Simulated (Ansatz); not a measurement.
Theory: Ansatz 0.2.0, DFT PBE, scalar-relativistic, plane waves, PAW. Cutoff 420 eV, Γ-centred 12×12×12 mesh (6-atom cell), Gaussian smearing of 0.10 eV, no spin polarisation.

The zero of energy is the elements' standard structures at the same level; no fitted shifts are applied. The references include crystalline Hg.

Question: Give a relaxed trial structure of a tetragonal metal with formula Cd2HgTe3, with a formation energy near −0.36 eV/atom and a density near 6.14 g/cm³, in a cell of 6 atoms.

Answer: Cd2HgTe3, space group I-4m2 (No. 119). Cd is surrounded by 4 Te at 2.87 Å; Hg is surrounded by 4 Te at 2.88 Å; Te on a site of symmetry 2mm is surrounded by 2 Cd at 2.87 Å and 2 Hg at 2.88 Å; Te on a site of symmetry -4m2 is surrounded by 4 Cd at 2.87 Å.

```cif
data_structure
_symmetry_space_group_name_H-M 'I-4m2'
_symmetry_Int_Tables_number 119
_cell_length_a 4.6923
_cell_length_b 4.6923
_cell_length_c 19.8667
_cell_angle_alpha 90.000
_cell_angle_beta 90.000
_cell_angle_gamma 90.000
_cell_volume 437.43
loop_
_atom_site_label
_atom_site_type_symbol
_atom_site_symmetry_multiplicity
_atom_site_Wyckoff_symbol
_atom_site_fract_x
_atom_site_fract_y
_atom_site_fract_z
_atom_site_occupancy
Cd1 Cd 4 e 0.50000 0.50000 0.16686 1
Hg1 Hg 2 a 0.00000 0.00000 0.00000 1
Te1 Te 4 f 0.00000 0.50000 0.08395 1
Te2 Te 2 d 0.50000 0.00000 0.25000 1
```

- Volume per atom: 36.45 Å³
- Density: 6.14 g/cm³
- Energy over the elements: −0.36 eV/atom
- Gap on the 12×12×12 mesh of the 6-atom cell: 0.06 eV by band count, less than the smearing, so the run treats it as a metal

The structure comes from a generated guess, relaxed at this level; another structure or a mixture of phases may lie lower. The answer needn't be unique; the calculation gave this one.

Spin–orbit coupling, which can matter for Hg and Te, is left out. The reference form of Te is held partly by dispersion forces, which this level lacks. A later test with randomly moved atoms came back to the same energy, though modes that don't fit the test's cell weren't probed.
